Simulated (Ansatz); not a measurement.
# ZnSe (Stilleite) (F-43m) in Ansatz: notebook

The runs below take ZnSe (Stilleite) through single point, with PBE.

All numbers are computed with Ansatz 0.2.0; they aren't measurements. Logs are shortened: lines on timing, memory, paths and dates and some standing lists are left out, and cuts for length are marked.

**The experiment to reproduce.**

From “Alloy Disordering Effects on the Thermal Conductivity and Energy Gap Temperature Dependence of Cd1−xZnxSe Ternary Crystals Grown by the Bridgman Method”, 2023, pmc:10253836, for a bulk crystal of ZnSe at 300 K: band gap 2.695 ± 0.003 eV (an exciton energy, a little under the gap).

The results are compared with them further down.

### 1 The structure

Symmetry: F-43m, No. 216, cubic system. The conventional cell has a = 5.668 Å, b = 5.668 Å, c = 5.668 Å, α = 90.00°, β = 90.00°, γ = 90.00°. Around Se (site symmetry -43m) lie 4 Zn at 2.45 Å. Zn (site symmetry -43m) is surrounded by 4 Se at 2.45 Å.

### 2 Single point, PBE

Input file input.yaml:

```yaml
crystal:
  lattice:
    - [0.0, 2.8338, 2.8338]
    - [2.8338, 0.0, 2.8338]
    - [2.8338, 2.8338, 0.0]
  atoms:
    - { symbol: Se, position: [0.75, 0.75, 0.75] }
    - { symbol: Zn, position: [0.0, 0.0, 0.0] }
kpoints:
  mp_grid: { grid: [6, 6, 6] }
scf:
  occupations: { method: fermi_dirac, width: 0.06 }
hamiltonian:
  xc: pbe
  pseudopotentials: { kind: all_electron, lapw: { basis_error: 0.004 } }
output:
  forces: true
  stress: true
  eigenvalues: true
```

Potentials or basis: all-electron LAPW, scalar-relativistic.

Command:

```bash
ansatz run input.yaml --threads 1 --pin off --max-ram 3072MiB --backend cpu --events-out ev --progress --plain --runs-dir out
```

The program printed:

```text
Warning: RAYON_NUM_THREADS=1 ignored (pool sized by the plan → 1); use --threads N
LAPW: plane waves up to 8.295 Å⁻¹, error target 4.0e-3 eV per atom; small_component_spin mean_spin; Zn in spheres of 1.252 Å, 20 of its electrons in bands, Dirac shells []; Se in spheres of 1.202 Å, 24 of its electrons in bands, Dirac shells [] (how accurate: hamiltonian.pseudopotentials.lapw.basis_error, Limitations)
Engine: ansatz 0.2.0, aarch64-unknown-linux-gnu
Pseudopotentials: kind: all_electron
Pseudopotential: Se, LAPW, valence charge 24, lapw/all_electron/scalar/gaussian/Se, Koelling and Harmon's equation, gaussian nucleus
Pseudopotential: Zn, LAPW, valence charge 20, lapw/all_electron/scalar/gaussian/Zn, Koelling and Harmon's equation, gaussian nucleus
Functional definition: PBE
  parameter kappa = 0.804
  parameter beta = 0.06672455060314922
  exchange = pbe_x(kappa = kappa, mu = beta*pi^2/3)
  correlation = pbe_c(beta = beta)
Crystal: 2 atoms, lattice volume = 45.513 Å³
Basis set: ecut = 262.1750576859692 eV, 411 PW (Γ), exchange–correlation at level 2
Bands: 27, of which v1, the nominal top of the filled ones, is band 22 counted from 1 (21 counted from 0)
Symmetry: 24 space group operations
Space group: F-43m (ITA 216), of the structure as read, at distance tolerance 3.6e-5 Å
k-points: 16 of 216 (time reversal used)
Non-local potential: Se, projectors of the file, none
Non-local potential: Zn, projectors of the file, none
Initial density: superposition of atomic densities (chi_scale 0.1, normalization cell, long waves kept (reshape's long-wave potential 0.00 eV rms))
Initial wavefunctions: plane waves of lowest kinetic energy (no species holds an atomic orbital)
Functional: x = pbe(κ = 0.804, μ = 0.2195149727645171), c = pbe(β = 0.06672455060314922)
iter 1 solved again at ethr=1.63e-3 eV; its pass at ethr=1.00e-1 eV (dr2=7.16e-1 eV) is discarded
SCF iter   1: F=—  HF=-115000.387047 eV  |F-HF|=—  |Δ(HF+E_count)|=         —  Δρ=3.07e-2  dr2=7.17e-1  ethr=1.63e-3  ⟨swp⟩=2.0  Hψ=2710  notcnv=0
preconditioner: auto → none  [insulator: Δε(μ)=1.545 eV  Ē_g=12.183 eV  σ=0.060 eV  W_gap=1.00  n_scr=14 (ndim 8)  ℏωp=23.4 eV  f_vac=0.191  D(μ)=0.00/eV (n_scr^D=0)  ε∞_Penn≈4.7]
iter 2 solved again at ethr=7.24e-5 eV; its pass at ethr=1.63e-3 eV (dr2=3.19e-2 eV) is discarded
SCF iter   2: F=—  HF=-115000.170408 eV  |F-HF|=—  |Δ(HF+E_count)|=   2.17e-1  Δρ=9.47e-3  dr2=3.19e-2  ethr=7.24e-5  ⟨swp⟩=2.0  Hψ=2206  notcnv=0
SCF iter   3: F=—  HF=-115000.102261 eV  |F-HF|=—  |Δ(HF+E_count)|=   6.81e-2  Δρ=6.30e-3  dr2=1.52e-2  ethr=7.24e-5  ⟨swp⟩=3.0  Hψ=1392  notcnv=0
SCF iter   4: F=—  HF=-115000.095454 eV  |F-HF|=—  |Δ(HF+E_count)|=   6.81e-3  Δρ=2.95e-3  dr2=3.48e-3  ethr=3.45e-5  ⟨swp⟩=2.0  Hψ=1221  notcnv=0
SCF iter   5: F=—  HF=-115000.095686 eV  |F-HF|=—  |Δ(HF+E_count)|=   2.32e-4  Δρ=5.99e-4  dr2=1.10e-4  ethr=7.90e-6  ⟨swp⟩=2.0  Hψ=1223  notcnv=0
SCF iter   6: F=—  HF=-115000.095704 eV  |F-HF|=—  |Δ(HF+E_count)|=   1.80e-5  Δρ=8.96e-5  dr2=2.76e-6  ethr=2.49e-7  ⟨swp⟩=2.3  Hψ=1226  notcnv=0
SCF iter   7: F=-115000.095710 eV  HF=-115000.095710 eV  |F-HF|=5.24e-8  |Δ(HF+E_count)|=   6.37e-6  Δρ=1.18e-5  dr2=5.97e-8  ethr=6.28e-9  ⟨swp⟩=3.0  Hψ=1293  notcnv=0
SCF 1 converged in 7 iterations: F = -115000.095710 eV  dr2 = 5.97e-8
SCF converged after 7 iterations
Free energy (F): -115000.095710 eV
Harris-Foulkes:  -115000.095710 eV  (|F-HF|=5.24e-8)
Internal energy: -115000.095710 eV  (E = F + TS)
E sigma→0 (E₀):  -115000.095710 eV
Entropy (-TS):   -0.000001 eV (-0.000 meV/atom)
Fermi energy:    8.726167 eV
--- Per-component energies (eV) ---
  E_band       = -2238.014664
  E_kinetic    = 117468.001253
  E_xc         = -4346.742619
  E_electrostatic = -228121.354344  (all electrons and nuclei)
  E_smearing   = -0.000001  (= −TS)
  E_closure    = 0.000000  (closes the sum)
  E_atoms      = -114994.086913  (free atoms, spherical and without spin; not in F)
  Σ components = -115000.095710   (vs F -115000.095710, Δ=0.00e0)
  Basis errors (estimates in eV, not in F): energy 1.7e-3 per atom: plane waves 1.6e-3 (9.5e-4 summed), levels above the bands 4.7e-72, relativity 2.9e-7, radial functions 9.5e-5, core shells 5.0e-10; eigenvalues (radial functions only) 3.6e-6; not estimated: angular momenta, meshes, grids; target (lapw.basis_error) 4.0e-3; muffin-tin radii Zn 1.252 Å, Se 1.202 Å
--- Forces (eV/Å), atoms counted from 1 ---
  atom   1  Se    -0.00000000     0.00000000     0.00000000
  atom   2  Zn     0.00000000    -0.00000000     0.00000000
  max |Σ_I F_I| component: 3.24e-17 eV/Å
--- Stress (GPa, compression-positive) ---
        2.158637      -0.000000      -0.000000
       -0.000000       2.158637       0.000000
       -0.000000       0.000000       2.158637
  P = ⅓ Tr σ = 2.1586 GPa (21.586 kbar)
--- Band table (eV; the first three rows and the last of 16) ---
  k-point 0: bands = ["-199.1209", "-138.5876", "-138.5876", "-138.5876", "-117.1576", "-71.3260", "-71.3260", "-71.3260", "-38.8051", "-38.8051", "-38.8051", "-38.8009", "-38.8009", "-5.2134", "1.5044", "1.5044", "1.5044", "1.8744", "1.8744", "8.0463", "8.0463", "8.0463", "9.3352", "13.8558", "13.8558", "13.8558", "17.9756"]
  k-point 1: bands = ["-199.1209", "-138.5876", "-138.5876", "-138.5876", "-117.1576", "-71.3260", "-71.3260", "-71.3260", "-38.8051", "-38.8050", "-38.8050", "-38.8009", "-38.8009", "-5.0390", "1.5208", "1.5310", "1.5310", "1.8727", "1.8727", "6.1424", "7.7940", "7.7940", "10.5976", "13.9222", "14.2580", "14.2580", "18.5203"]
  k-point 2: bands = ["-199.1209", "-138.5876", "-138.5876", "-138.5876", "-117.1576", "-71.3260", "-71.3260", "-71.3260", "-38.8051", "-38.8050", "-38.8050", "-38.8008", "-38.8008", "-4.6478", "1.5757", "1.5757", "1.6751", "1.8809", "1.8809", "3.9920", "7.3668", "7.3668", "10.7283", "14.5297", "14.5297", "15.6155", "18.4683"]
  k-point 15: bands = ["-199.1209", "-138.5876", "-138.5876", "-138.5876", "-117.1576", "-71.3260", "-71.3260", "-71.3260", "-38.8051", "-38.8049", "-38.8048", "-38.8009", "-38.8007", "-4.1528", "1.6020", "1.7211", "1.7938", "1.8887", "2.1456", "3.3442", "5.4239", "5.4960", "12.5162", "12.8558", "16.3159", "16.6531", "19.6953"]
```

Run time: 8.2 s. Hardware: 1 thread of Arm Neoverse V1, shared host; peak memory 0.24 GiB.

Results:

```yaml
Free_energy: -115000.0957 eV
Pressure: 2.2 GPa
Band_gap_on_the_k_mesh: 1.29 eV, direct
```

Levels at points of the mesh, in eV from the valence-band top:
| k point | band 18 | band 19 | band 20 | band 21 | band 22 | band 23 | band 24 | band 25 | band 26 | band 27 |
| --- | --- | --- | --- | --- | --- | --- | --- | --- | --- | --- |
| (0.00, 0.00, 0.00) | -6.17 | -6.17 | 0.00 | 0.00 | 0.00 | 1.29 | 5.81 | 5.81 | 5.81 | 9.93 |
| (0.00, 0.00, -0.50) | -6.15 | -6.01 | -5.22 | -0.87 | -0.87 | 2.54 | 6.39 | 6.39 | 8.57 | 10.97 |
| (0.00, -0.50, -0.50) | -6.12 | -5.99 | -4.75 | -2.18 | -2.18 | 2.99 | 3.46 | 10.73 | 11.25 | 11.25 |

### 3 Single point, PBE

Input file input.yaml:

```yaml
crystal:
  lattice:
    - [0.0, 2.8338, 2.8338]
    - [2.8338, 0.0, 2.8338]
    - [2.8338, 2.8338, 0.0]
  atoms:
    - { symbol: Se, position: [0.75, 0.75, 0.75] }
    - { symbol: Zn, position: [0.0, 0.0, 0.0] }
kpoints:
  mp_grid: { grid: [8, 8, 8] }
scf:
  occupations: { method: gaussian, width: 0.015 }
hamiltonian:
  xc: pbe
  pseudopotentials: { kind: all_electron, lapw: { basis_error: 0.001 } }
output:
  forces: true
  stress: true
  eigenvalues: true
```

Potentials or basis: all-electron LAPW, scalar-relativistic.

Command:

```bash
ansatz run input.yaml --threads 1 --pin off --max-ram 3072MiB --backend cpu --events-out ev --progress --plain --runs-dir out
```

It took 17 s on 1 thread of Arm Neoverse V1, shared host; peak memory 0.29 GiB.

Results (log left out):

```
Free energy            : -115000.1030 eV
Pressure               : 2.1 GPa
Band gap on the k mesh : 1.29 eV, direct
```

Levels at points of the mesh, in eV from the valence-band top:
| k point | band 19 | band 20 | band 21 | band 22 | band 23 | band 24 | band 25 | band 26 |
| --- | --- | --- | --- | --- | --- | --- | --- | --- |
| (0.00, 0.00, 0.00) | -6.17 | 0.00 | 0.00 | 0.00 | 1.29 | 5.81 | 5.81 | 5.81 |
| (0.00, 0.00, -0.50) | -6.01 | -5.22 | -0.87 | -0.87 | 2.55 | 6.39 | 6.39 | 8.57 |
| (0.00, -0.50, -0.50) | -5.99 | -4.75 | -2.18 | -2.18 | 2.99 | 3.47 | 10.73 | 11.25 |

### 4 Comparison with measurements

Step 2. A measured gap of ZnSe is 2.695 eV (an exciton energy, a little under the gap; 300 K; “Alloy Disordering Effects on the Thermal Conductivity and Energy Gap Temperature Dependence of Cd1−xZnxSe Ternary Crystals Grown by the Bridgman Method”, 2023, pmc:10253836); the calculated 1.29 eV misses it by -1.41 eV. So large a miss can be the level of theory's own, or it may mean another phase, state or a wrong row. Spin-orbit coupling on Se is left out. The value is that of PBE, without temperature or zero-point motion. Semilocal functionals fall short of measured gaps as a rule.

Step 3. Against the measured gap of ZnSe, 2.695 eV (an exciton energy, a little under the gap; 300 K; “Alloy Disordering Effects on the Thermal Conductivity and Energy Gap Temperature Dependence of Cd1−xZnxSe Ternary Crystals Grown by the Bridgman Method”, 2023, pmc:10253836), the calculated 1.29 eV is off by -1.40 eV. So large a miss can be the level of theory's own, or it may mean another phase, state or a wrong row. Spin-orbit coupling on Se is left out. The value is that of PBE, without temperature or zero-point motion. Semilocal functionals fall short of measured gaps as a rule.
